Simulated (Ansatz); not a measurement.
# Polarity and tunnelling in Hf/GaN/Mg

Both polarities of the barrier in Hf/GaN/Mg, relaxed and compared. The lower electrode is Hf hcp(0001), the upper one Mg hcp(0001); the barrier is GaN zinc blende(111) (whole bilayers). In the first transport cell, after relaxation, the nearest pair of electrode and barrier is Hf–N at 2.10 Å, along the normal, at the lower face and Mg–Ga at 3.05 Å, at a slant, at the upper one. All share a net of side 3.209 Å, which strains the lower electrode by +0.3 %, the upper one by +0.6 % and the barrier by -0.3 %, against typed lattice constants near PBE's. The first steps treat the bulk electrodes alone.

Calculated with Ansatz 0.2.0; PBE DFT, plane waves, PAW files, in the first sound run; inputs show where later runs differ.

### 1. Set-up

Symmetry: P6_3/mmc, No. 194, hexagonal system. The conventional cell has a = 3.209 Å, b = 3.209 Å, c = 5.040 Å, α = 90.00°, β = 90.00°, γ = 120.00°. Nearest to Hf lie 12 Hf at 3.13 to 3.21 Å.

### 2. Layer spacing of the electrode, electrode Hf hcp(0001)

The electrode is held to the junction's net and relaxed along the normal; its spacing is used for the ideal lead layers.

File input.yaml:

```yaml
crystal:
  lattice:
    - [3.209, 0.0, 0.0]
    - [-1.6045, 2.7790755207, 0.0]
    - [0.0, 0.0, 5.0400578125]
  atoms:
    - { symbol: Hf, position: [0.0, 0.0, 0.0] }
    - { symbol: Hf, position: [0.3333333333, 0.6666666667, 0.5] }
kpoints:
  mp_grid: { grid: [12, 12, 6] }
scf:
  occupations: { method: fermi_dirac, width: 0.1 }
  max_iter: 150
hamiltonian:
  xc: pbe
relax:
  f_tol: 0.01
  max_steps: 40
  cell: { fix: [a, b, angles] }
```

Command:

```sh
> ansatz run input.yaml --threads 4 --pin off --max-ram 10240MiB --backend cpu --events-out ev --progress --plain --runs-dir out
```

Numbers of over 12 decimals in the logs are rounded to 6 here.

The log of the run:

```text
Engine: ansatz 0.2.0, aarch64-unknown-linux-gnu
Pseudopotentials: kind: paw
Pseudopotential: Hf, paw, valence charge 26, recommended cutoff 420 eV (normal), Hf.paw.azcp
Functional definition: PBE
  parameter kappa = 0.804
  parameter beta = 0.066725
  exchange = pbe_x(kappa = kappa, mu = beta*pi^2/3)
  correlation = pbe_c(beta = beta)
Crystal: 2 atoms, lattice volume = 44.948 Å³
Basis set: ecut = 420 eV, 881 PW (Γ), exchange–correlation on 48×48×72 points (8 copies of the dense FFT grid, shifted against one another)
Bands: 32, of which v1, the nominal top of the filled ones, is band 26 counted from 1 (25 counted from 0)
Symmetry: 24 space group operations
Space group: P63/mmc (ITA 194), of the structure as read, at distance tolerance 3.6e-5 Å
k-points: 76 of 864
Non-local potential: Hf, projectors of the file, l = 0: 3, l = 1: 2, l = 2: 2, l = 3: 3
PAW form: soft (Blöchl's): semilocal exchange-correlation on the pseudo side does not see the compensation charge
PAW one-centre angular grid: Hf, 590 points (default); XC on 64 Gauss nodes
Initial density: superposition of atomic densities (neutral atoms: chi_scale 0, normalization atom), corrected by the library's trained network
Initial wavefunctions: pseudopotential atomic-orbital guess
Functional: x = pbe(κ = 0.804, μ = 0.219515), c = pbe(β = 0.066725)
SCF iter   1: F=—  HF=-31442.749051 eV  |F-HF|=—  |Δ(HF+E_count)|=         —  Δρ=2.87e-3  dr2=1.79e-3  ethr=1.77e-3  ⟨swp⟩=4.4  Hψ=7970  notcnv=0
preconditioner: auto → Kerker (q_TF=auto, 2.795 Å⁻¹)  [metal: Δε(μ)=0.004 eV  Ē_g=17.570 eV  σ=0.100 eV  W_gap=0.01  n_scr=22 (ndim 8)  ℏωp=38.4 eV  f_vac=0.000  D(μ)=1.67/eV (n_scr^D=22)]
SCF iter   2: F=—  HF=-31442.749393 eV  |F-HF|=—  |Δ(HF+E_count)|=   3.41e-4  Δρ=1.80e-3  dr2=7.85e-4  ethr=3.45e-6  ⟨swp⟩=2.7  Hψ=4974  notcnv=0
SCF iter   3: F=—  HF=-31442.749609 eV  |F-HF|=—  |Δ(HF+E_count)|=   2.16e-4  Δρ=2.79e-4  dr2=3.20e-5  ethr=1.51e-6  ⟨swp⟩=2.2  Hψ=3042  notcnv=0
SCF iter   4: F=—  HF=-31442.749620 eV  |F-HF|=—  |Δ(HF+E_count)|=   1.07e-5  Δρ=1.43e-4  dr2=5.00e-6  ethr=6.15e-8  ⟨swp⟩=2.1  Hψ=4358  notcnv=0
SCF iter   5: F=—  HF=-31442.749617 eV  |F-HF|=—  |Δ(HF+E_count)|=   2.08e-6  Δρ=5.13e-5  dr2=6.46e-7  ethr=9.62e-9  ⟨swp⟩=2.1  Hψ=3899  notcnv=0
SCF iter   6: F=-31442.749618 eV  HF=-31442.749618 eV  |F-HF|=1.10e-8  |Δ(HF+E_count)|=   4.20e-7  Δρ=1.37e-5  dr2=4.37e-8  ethr=1.92e-10  ⟨swp⟩=5.5  Hψ=10563  notcnv=0
SCF 1 converged in 6 iterations: F = -31442.749618 eV  dr2 = 4.37e-8
  greatest PAW one-centre occupation: 0.998 electrons in one spin orbital (limit 2), on the Hf atom at site 1 (counted from 0), in its partial waves of l = 0
relax step   1: F+E_penalty+E_count = -31442.74961791 eV  Δ(F+E_penalty+E_count) = +0.000e0 eV  max|allowed force component| = 2.776e-17 eV/Å  Δτ_max = 0.0000 Å  P = +0.406 GPa  Ω = 44.948 Å³  fix = [a, b, alpha, beta, gamma]  reactions: a +0.060, b +0.060 GPa  (6 SCF iters, dr2 threshold 1.00e-7 eV, accepted)
Crystal: 2 atoms, lattice volume = 45.404 Å³
Initial density: handed on by an earlier stage of this run
Initial wavefunctions: those handed on with the density
iter 1 solved again at ethr=5.07e-8 eV; its pass at ethr=3.10e-3 eV (dr2=2.64e-5 eV) is discarded
SCF iter   1: F=—  HF=-31442.749780 eV  |F-HF|=—  |Δ(HF+E_count)|=         —  Δρ=4.45e-4  dr2=3.86e-5  ethr=5.07e-8  ⟨swp⟩=3.0  Hψ=13059  notcnv=0
preconditioner: auto → Kerker (q_TF=auto, 2.791 Å⁻¹)  [metal: Δε(μ)=0.008 eV  Ē_g=17.576 eV  σ=0.100 eV  W_gap=0.02  n_scr=22 (ndim 8)  ℏωp=38.2 eV  f_vac=0.000  D(μ)=1.68/eV (n_scr^D=22)]
SCF iter   2: F=—  HF=-31442.749804 eV  |F-HF|=—  |Δ(HF+E_count)|=   2.46e-5  Δρ=2.46e-4  dr2=1.50e-5  ethr=5.07e-8  ⟨swp⟩=2.0  Hψ=4357  notcnv=0
SCF iter   3: F=—  HF=-31442.749804 eV  |F-HF|=—  |Δ(HF+E_count)|=   3.82e-8  Δρ=9.40e-5  dr2=3.36e-6  ethr=2.89e-8  ⟨swp⟩=2.0  Hψ=3620  notcnv=0
SCF iter   4: F=—  HF=-31442.749803 eV  |F-HF|=—  |Δ(HF+E_count)|=   1.13e-6  Δρ=3.96e-5  dr2=5.25e-7  ethr=6.45e-9  ⟨swp⟩=2.0  Hψ=4414  notcnv=0
SCF iter   5: F=-31442.749803 eV  HF=-31442.749803 eV  |F-HF|=2.14e-8  |Δ(HF+E_count)|=   2.32e-7  Δρ=6.66e-6  dr2=1.99e-8  ethr=3.85e-10  ⟨swp⟩=4.7  Hψ=9367  notcnv=0
SCF 2 converged in 5 iterations: F = -31442.749803 eV  dr2 = 1.99e-8
relax step   2: F+E_penalty+E_count = -31442.74980293 eV  Δ(F+E_penalty+E_count) = -1.850e-4 eV  max|allowed force component| = 1.480e-16 eV/Å  Δτ_max = 0.0000 Å  P = -0.698 GPa  Ω = 45.404 Å³  energy of the carried Pulay correction = -1.260e-4 eV  fix = [a, b, alpha, beta, gamma]  reactions: a -0.616, b -0.616 GPa  (5 SCF iters, dr2 threshold 2.00e-7 eV, accepted)
Crystal: 2 atoms, lattice volume = 45.203 Å³
iter 1 solved again at ethr=7.51e-9 eV; its pass at ethr=3.10e-3 eV (dr2=3.91e-6 eV) is discarded
SCF iter   1: F=—  HF=-31442.750381 eV  |F-HF|=—  |Δ(HF+E_count)|=         —  Δρ=1.96e-4  dr2=7.43e-6  ethr=7.51e-9  ⟨swp⟩=3.1  Hψ=12878  notcnv=0
preconditioner: auto → Kerker (q_TF=auto, 2.793 Å⁻¹)  [metal: Δε(μ)=0.007 eV  Ē_g=17.572 eV  σ=0.100 eV  W_gap=0.02  n_scr=22 (ndim 8)  ℏωp=38.3 eV  f_vac=0.000  D(μ)=1.68/eV (n_scr^D=22)]
SCF iter   2: F=—  HF=-31442.750409 eV  |F-HF|=—  |Δ(HF+E_count)|=   2.77e-5  Δρ=1.09e-4  dr2=2.93e-6  ethr=7.51e-9  ⟨swp⟩=2.0  Hψ=4405  notcnv=0
SCF iter   3: F=—  HF=-31442.750409 eV  |F-HF|=—  |Δ(HF+E_count)|=   1.31e-7  Δρ=4.32e-5  dr2=6.81e-7  ethr=5.63e-9  ⟨swp⟩=2.0  Hψ=3579  notcnv=0
SCF iter   4: F=-31442.750409 eV  HF=-31442.750409 eV  |F-HF|=7.17e-8  |Δ(HF+E_count)|=   1.82e-7  Δρ=1.77e-5  dr2=9.90e-8  ethr=3.85e-10  ⟨swp⟩=3.3  Hψ=10942  notcnv=0
SCF 3 converged in 4 iterations: F = -31442.750409 eV  dr2 = 9.90e-8
relax step   3: F+E_penalty+E_count = -31442.75040907 eV  Δ(F+E_penalty+E_count) = -6.061e-4 eV  max|allowed force component| = 1.850e-17 eV/Å  Δτ_max = 0.0000 Å  P = -0.220 GPa  Ω = 45.203 Å³  energy of the carried Pulay correction = -7.071e-5 eV  fix = [a, b, alpha, beta, gamma]  reactions: a -0.323, b -0.323 GPa  (4 SCF iters, dr2 threshold 2.00e-7 eV, accepted)
Initial wavefunctions: pseudopotential atomic-orbital guess (no wavefunctions were taken with the density)
iter 1 solved again at ethr=3.50e-9 eV; its pass at ethr=3.10e-3 eV (dr2=1.82e-6 eV) is discarded
SCF iter   1: F=—  HF=-31442.750453 eV  |F-HF|=—  |Δ(HF+E_count)|=         —  Δρ=1.94e-5  dr2=1.02e-7  ethr=3.50e-9  ⟨swp⟩=4.1  Hψ=16621  notcnv=0
preconditioner: auto → Kerker (q_TF=auto, 2.793 Å⁻¹)  [metal: Δε(μ)=0.006 eV  Ē_g=17.575 eV  σ=0.100 eV  W_gap=0.02  n_scr=22 (ndim 8)  ℏωp=38.3 eV  f_vac=0.000  D(μ)=1.68/eV (n_scr^D=22)]
SCF iter   2: F=—  HF=-31442.750482 eV  |F-HF|=—  |Δ(HF+E_count)|=   2.90e-5  Δρ=1.28e-5  dr2=5.52e-8  ethr=1.96e-10  ⟨swp⟩=2.0  Hψ=3819  notcnv=0
SCF iter   3: F=—  HF=-31442.750482 eV  |F-HF|=—  |Δ(HF+E_count)|=   9.82e-9  Δρ=4.98e-6  dr2=1.12e-8  ethr=1.06e-10  ⟨swp⟩=2.0  Hψ=4408  notcnv=0
SCF iter   4: F=—  HF=-31442.750482 eV  |F-HF|=—  |Δ(HF+E_count)|=   1.63e-9  Δρ=1.87e-6  dr2=1.70e-9  ethr=2.15e-11  ⟨swp⟩=2.0  Hψ=4410  notcnv=0
SCF iter   5: F=—  HF=-31442.750482 eV  |F-HF|=—  |Δ(HF+E_count)|=  4.15e-10  Δρ=3.68e-7  dr2=8.73e-11  ethr=3.26e-12  ⟨swp⟩=2.0  Hψ=4380  notcnv=0
SCF iter   6: F=-31442.750482 eV  HF=-31442.750482 eV  |F-HF|=1.09e-11  |Δ(HF+E_count)|=  1.46e-11  Δρ=8.92e-8  dr2=3.86e-12  ethr=1.00e-12  ⟨swp⟩=6.5  Hψ=12198  notcnv=0
SCF 4 converged in 6 iterations: F = -31442.750482 eV  dr2 = 3.86e-12
relax step   4: F+E_penalty+E_count = -31442.75048160 eV  Δ(F+E_penalty+E_count) = -7.253e-5 eV  max|allowed force component| = 9.252e-18 eV/Å  Δτ_max = 0.0000 Å  P = -0.219 GPa  Ω = 45.203 Å³  fix = [a, b, alpha, beta, gamma]  reactions: a -0.323, b -0.323 GPa  stress off target by 1.15e-2 GPa on what of the cell is left free  SCF on the basis re-selected at this cell (its energy is not comparable with the rows above)  (6 SCF iters)
basis re-selected at this cell: Δ(F+E_penalty+E_count) = -7.253e-5 eV, ΔP = +0.000 GPa vs the last step (what re-selecting the basis moved, of the pressure what is left beyond the Pulay correction that the steps carried, after the strain that the cell walked since its last selection, with what the two solves' SCF thresholds leave and, on support functions, any second-order correction that the steps lacked; it is no m [...]
SCF converged after 6 iterations
Free energy (F): -31442.750482 eV
Harris-Foulkes:  -31442.750482 eV  (|F-HF|=1.09e-11)
Internal energy: -31442.693209 eV  (E = F + TS)
E sigma→0 (E₀):  -31442.721845 eV
Entropy (-TS):   -0.057273 eV (-28.636 meV/atom)
Fermi energy:    19.670647 eV
--- Per-component energies (eV) ---
  E_band       = 59.936785
  E_kinetic    = 847.739084
  E_local      = -10197.412266  (includes V_loc(G=0)·N_el)
  E_nonlocal   = -2488.771560
  E_hartree    = 4793.200936
  E_xc         = -600.049844
  E_vxc        = -532.148646  (∫ρ·V_xc dr)
  E_paw        = -13855.474866  (= ΣΔE_a)
  E_vpaw       = 2844.128295  (= ΣTr[D̂ρ^β])
  E_aug_tail   = -0.000002  (compensation charges beyond the density's cutoff)
  E_ewald      = -9941.924691
  E_smearing   = -0.057273  (= −TS)
  E_closure    = 0.000000  (closes the sum)
  Σ components = -31442.750482   (vs F -31442.750482, Δ=0.00e0)
--- Forces (eV/Å), atoms counted from 1 ---
  atom   1  Hf     0.00000000     0.00000000     0.00000000
  atom   2  Hf     0.00000000     0.00000000     0.00000000
  max |Σ_I F_I| component: 3.70e-17 eV/Å
--- Stress (GPa, compression-positive) ---
       -0.323270       0.000000       0.000000
       -0.000000      -0.323270       0.000000
        0.000000       0.000000      -0.011517
  P = ⅓ Tr σ = -0.2194 GPa (-2.194 kbar)
--- Relaxed structure (3 steps of the walk, 3 accepted, 1 SCFs on fresh bases) ---
  F+E_penalty+E_count = -31442.75048160 eV   max|allowed force component| = 9.252e-18 eV/Å   (the final SCF, on the basis selected at the relaxed cell)
  cell:  # Å, volume = 45.2030 Å³
    - [3.209000, 0, 0.0]
    - [-1.604500, 2.779076, 0.0]
    - [0.0, 0.0, 5.068703]
  atoms:
    - { symbol: Hf, position: [9.251858539620026e-18, -5.0885221963063393e-17, 0.0] }
    - { symbol: Hf, position: [0.333333, 0.666667, 0.500000] }
```

Run time: 5.3 s. Hardware: 4 threads of Arm Neoverse V1, shared host; peak memory 0.41 GiB; 19 s of CPU time.

Step by step:

```
step  energy less that of the first step (eV)  largest force component (eV/Å)  pressure (GPa)  volume (Å³)
   1                                   0.0000                          0.0000            0.41        44.95
   2                                  -0.0002                          0.0000           -0.70        45.40
   3                                  -0.0008                          0.0000           -0.22        45.20
  4*                                  -0.0009                          0.0000           -0.22        45.20
```

Relaxation steps marked * repeat the geometry before them on a plane-wave basis chosen anew for their cell, so energy and pressure can jump there.

Forces are held to the 24 operations that the run works with; a distortion that breaks them can't arise in this run.

```
conventional cell, symmetrised  before  after  change
                         a (Å)   3.209  3.209  -0.0 %
                         b (Å)   3.209  3.209  -0.0 %
                         c (Å)   5.040  5.069  +0.6 %
              volume (Å³/atom)   22.47  22.60  +0.6 %
```

Final coordinates:

```xyz
2
Lattice="3.2090 0.0000 0.0000 -1.6045 2.7791 0.0000 0.0000 0.0000 5.0687" Properties=species:S:1:pos:R:3 pbc="T T T"
Hf    0.0000    0.0000    0.0000
Hf    0.0000    1.8527    2.5344
```

Numbers from this step:

| Item | Value |
| --- | --- |
| free energy | -31442.7505 eV |
| Fermi energy | 19.67 eV |
| pressure | -0.2194 GPa |

### 3. The strained electrode, electrode Mg hcp(0001)

System of this step: Mg. Symmetry: P6_3/mmc, No. 194, hexagonal system. Conventional cell: a = 3.209 Å, b = 3.209 Å, c = 5.168 Å, α = 90.00°, β = 90.00°, γ = 120.00°. Mg has 12 Mg at 3.18 to 3.21 Å nearest.

The electrode is held to the junction's net and relaxed along the normal; its spacing is used for the ideal lead layers.

input.yaml, the sections that differ from step 2:

```yaml
crystal:
  lattice:
    - [3.209, 0.0, 0.0]
    - [-1.6045, 2.7790755207, 0.0]
    - [0.0, 0.0, 5.168361442]
  atoms:
    - { symbol: Mg, position: [0.0, 0.0, 0.0] }
    - { symbol: Mg, position: [0.3333333333, 0.6666666667, 0.5] }
# kpoints, scf, hamiltonian, relax: as in step 2
```

The log of the run:

```text
[...]
Crystal: 2 atoms, lattice volume = 46.092 Å³
Basis set: ecut = 420 eV, 917 PW (Γ), exchange–correlation on 48×48×72 points (8 copies of the dense FFT grid, shifted against one another)
Bands: 14, of which v1, the nominal top of the filled ones, is band 10 counted from 1 (9 counted from 0)
Symmetry: 24 space group operations
[...]
k-points: 76 of 864
[...]
SCF iter   1: F=—  HF=-3847.623075 eV  |F-HF|=—  |Δ(HF+E_count)|=         —  Δρ=8.96e-4  dr2=4.36e-4  ethr=1.77e-3  ⟨swp⟩=5.0  Hψ=5349  notcnv=0
[...]
SCF iter   6: F=-3847.622689 eV  HF=-3847.622689 eV  |F-HF|=4.73e-9  |Δ(HF+E_count)|=   4.42e-9  Δρ=4.09e-6  dr2=3.01e-9  ethr=4.68e-11  ⟨swp⟩=1.9  Hψ=3328  notcnv=0
SCF 1 converged in 6 iterations: F = -3847.622689 eV  dr2 = 3.01e-9
[...]
relax step   1: F+E_penalty+E_count = -3847.62268885 eV  Δ(F+E_penalty+E_count) = +0.000e0 eV  max|allowed force component| = 2.082e-17 eV/Å  Δτ_max = 0.0000 Å  P = -0.120 GPa  Ω = 46.092 Å³  fix = [a, b, alpha, beta, gamma]  reactions: a -0.097, b -0.097 GPa  (6 SCF iters, dr2 threshold 1.00e-7 eV, accepted)
Crystal: 2 atoms, lattice volume = 46.020 Å³
[...]
SCF iter   2: F=-3847.622738 eV  HF=-3847.622738 eV  |F-HF|=6.58e-8  |Δ(HF+E_count)|=   8.35e-6  Δρ=1.07e-5  dr2=6.70e-8  ethr=3.41e-10  ⟨swp⟩=3.0  Hψ=3833  notcnv=0
SCF 2 converged in 2 iterations: F = -3847.622738 eV  dr2 = 6.70e-8
relax step   2: F+E_penalty+E_count = -3847.62273770 eV  Δ(F+E_penalty+E_count) = -4.884e-5 eV  max|allowed force component| = 1.619e-17 eV/Å  Δτ_max = 0.0000 Å  P = -0.064 GPa  Ω = 46.020 Å³  energy of the carried Pulay correction = +1.378e-6 eV  fix = [a, b, alpha, beta, gamma]  reactions: a -0.072, b -0.072 GPa  (2 SCF iters, dr2 threshold 6.82e-8 eV, accepted)
[...]
SCF iter   5: F=-3847.622736 eV  HF=-3847.622736 eV  |F-HF|=0.00e0  |Δ(HF+E_count)|=  1.00e-11  Δρ=2.70e-8  dr2=2.56e-13  ethr=1.00e-12  ⟨swp⟩=5.0  Hψ=3865  notcnv=0
SCF 3 converged in 5 iterations: F = -3847.622736 eV  dr2 = 2.56e-13
relax step   3: F+E_penalty+E_count = -3847.62273627 eV  Δ(F+E_penalty+E_count) = +1.424e-6 eV  max|allowed force component| = 2.776e-17 eV/Å  Δτ_max = 0.0000 Å  P = -0.064 GPa  Ω = 46.020 Å³  fix = [a, b, alpha, beta, gamma]  reactions: a -0.072, b -0.072 GPa  stress off target by 4.75e-2 GPa on what of the cell is left free  SCF on the basis re-selected at this cell (its energy is not comparable with the rows above)  (5 SCF iters)
basis re-selected at this cell: Δ(F+E_penalty+E_count) = +1.424e-6 eV, ΔP = +0.000 GPa vs the last step (what re-selecting the basis moved, of the pressure what is left beyond the Pulay correction that the steps carried, after the strain that the cell walked since its last selection, with what the two solves' SCF thresholds leave and, on support functions, any second-order correction that the steps lacked; it is no m [...]
SCF converged after 5 iterations
Free energy (F): -3847.622736 eV
[...]
Internal energy: -3847.596232 eV  (E = F + TS)
E sigma→0 (E₀):  -3847.609484 eV
Entropy (-TS):   -0.026505 eV (-13.252 meV/atom)
Fermi energy:    5.602134 eV
[...]
--- Stress (GPa, compression-positive) ---
       -0.071905      -0.000000       0.000000
        0.000000      -0.071905       0.000000
        0.000000       0.000000      -0.047457
  P = ⅓ Tr σ = -0.0638 GPa (-0.638 kbar)
--- Relaxed structure (2 steps of the walk, 2 accepted, 1 SCFs on fresh bases) ---
[...]
cell:  # Å, volume = 46.0202 Å³
    - [3.209000, 0, 0.0]
    - [-1.604500, 2.779076, 0.0]
    - [0.0, 0.0, 5.160347]
  atoms:
    - { symbol: Mg, position: [9.251858539620023e-18, -5.08852219630634e-17, 0.0] }
    - { symbol: Mg, position: [0.333333, 0.666667, 0.500000] }
```

It took 1.8 s on 4 threads; peak memory 0.33 GiB.

Step by step:

```
step  energy less that of the first step (eV)  largest force component (eV/Å)  pressure (GPa)  volume (Å³)
   1                                   0.0000                          0.0000           -0.12        46.09
   2                                   0.0000                          0.0000           -0.06        46.02
  3*                                   0.0000                          0.0000           -0.06        46.02
```

Relaxation steps marked * repeat the geometry before them on a plane-wave basis chosen anew for their cell, so energy and pressure can jump there.

The run keeps the 24 symmetry operations that it works with, so distortions that break them were not tested.

```
conventional cell, symmetrised  before  after  change
                         a (Å)   3.209  3.209  -0.0 %
                         b (Å)   3.209  3.209  -0.0 %
                         c (Å)   5.168  5.160  -0.2 %
              volume (Å³/atom)   23.05  23.01  -0.2 %
```

Final coordinates:

```xyz
2
Lattice="3.2090 0.0000 0.0000 -1.6045 2.7791 0.0000 0.0000 0.0000 5.1603" Properties=species:S:1:pos:R:3 pbc="T T T"
Mg    0.0000    0.0000    0.0000
Mg    0.0000    1.8527    2.5802
```

Numbers from this step:

```yaml
free_energy: -3847.6227 eV
fermi_energy: 5.602 eV
pressure: -0.06376 GPa
```

The cell shrank by 0.2 % in volume.

(Part 1 of 6 ends here.)

[Logs are printed without paths, hosts, clocks, repeated set-up lines and the standing remarks that a program may print on its own settings, such as how far it seeks lower states.]

[Hosts, paths, dates, database ids (printed as entryN), source tags and the programs' standing remarks are cut or masked in the printed files.]
